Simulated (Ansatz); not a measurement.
# BiTe: how the free axis answers a strain

BiTe, Fm-3m, a = 6.394 Å. The structure is a COD entry; whether it is the stable form wasn't checked. Ansatz: PBEsol, PAW, 420 eV, Γ-centred 12×12×8 mesh on 4 atoms, Gaussian smearing 0.10 eV; no spin polarisation. Series: biaxial strain in the a-b plane, c and atoms relaxed; x is the strain in per cent. The axes a, b, c are those of the computed cell (4.521, 4.521, 6.394 Å), along [1 1 0], [-1 1 0], [0 0 1] of the cell named above. y is the change of c in per cent of 6.394 Å.

```tsv
x (%)	y (%)
-4.5	?
-3.0	0.85
-1.5	0.25
0.0	0.00
1.5	-0.43
3.0	-0.86
4.5	-1.36
```

**Question.** Fit y = c1 x + c2 x² to the other rows, say what c1 measures, and predict the missing y.

**Answer.** Least squares on the rows shown. y = −0.2767 x − 0.004847 x². With no stress along c, c1 = −2C12/C11 = -0.277. With a term in x³ added, the coefficient of x becomes -0.2500, 10 % less, which shows how far this figure hangs on the form. At x = -4.5 the fit asked for gives 1.15 %. The run gave 2.02 %, so the fit is 0.87 % too low, 26 % of the span of the series, against an rms of 0.08 % on the fitted rows. The row lies outside the fitted range. With a term in x³ added, a fit to the same known rows predicts 1.34 %, which recovers part of the miss; the known rows don't hold the rest.

Spin–orbit coupling is left out, which can shift energies with elements as heavy as these.